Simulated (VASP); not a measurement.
Energy against volume of NaBr (rock salt). These are r2SCAN meta-GGA, VASP's PBE PAW potentials (set 64) (plane waves; VASP 6.6.1) values and carry that method's errors.

```tsv
V (Å³/atom)	E (eV/atom)
24.585	-10.21623
25.369	-10.22157
26.154	-10.22324
26.939	-10.22174
27.723	-10.21723
```

Problem. Fit a third-order Birch-Murnaghan equation of state.

Solution. 
```yaml
volume_per_atom: 26.16 Å³/atom
bulk_modulus: 22.2 GPa
pressure_derivative_of_the_bulk_modulus: 2.35
lattice_constant_a: 5.937 Å
```

The compound is NaBr in the rock salt structure. It was relaxed first.
